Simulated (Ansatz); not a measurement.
Start from ZnTe in the zinc blende structure (space group F-43m, No. 216; a = 6.114 Å).

Method: r2SCAN (Ansatz, a program for electronic structure; PAW; 500 eV plane waves; no spin-orbit coupling).

One change was made to it. Results:

The hole mass (degenerate bands, along [100]) changes from 0.11, 0.45, 0.45 mₑ (at Γ) to 0.11, 0.47, 0.47 mₑ (at Γ); the valley order (the lowest conduction-band minima on the path, energy above the VBM, named in the base's zone) changes from Γ 1.79 eV; L along ⟨111⟩ 2.20 eV; a point along ⟨100⟩, about 0.9 Å⁻¹ from Γ 2.55 eV to Γ 1.68 eV; L along ⟨111⟩ 2.17 eV; a point along ⟨100⟩, about 0.9 Å⁻¹ from Γ 2.58 eV; the density falls by 0.12 g/cm³ (5.61 g/cm³ → 5.49 g/cm³).

Task: Which of these changes matches the shifts?
A) pressure −2 GPa
B) pressure 50 GPa
C) pressure 30 GPa
D) pressure −1 GPa

Result: D, pressure −1 GPa. For comparison, the valley order in the other runs: pressure −2 GPa gives Γ 1.57 eV; L along ⟨111⟩ 2.14 eV; a point along ⟨100⟩, about 0.9 Å⁻¹ from Γ 2.60 eV; pressure 50 GPa gives a point along ⟨100⟩, about 0.9 Å⁻¹ from Γ 1.36 eV; L along ⟨111⟩ 2.77 eV; pressure 30 GPa gives a point along ⟨100⟩, about 0.9 Å⁻¹ from Γ 1.74 eV; L along ⟨111⟩ 2.63 eV; Γ 3.50 eV.

Spin-orbit coupling, missing from the scalar runs, can matter with Te. The levels and masses belong to the bands next to the band gap. Load acts through the strain it causes; cell and atoms are relaxed under it. Effective masses come from finite differences of ±0.01 Å⁻¹. Whether these cells are dynamically stable was not tested. Measured, ZnTe leaves this structure (for cinnabar) near 9.5 GPa (temperature not stated; as listed in Datta, Sujoy, Jana, Debnarayan, arXiv (2020)), on rising pressure, with hysteresis.
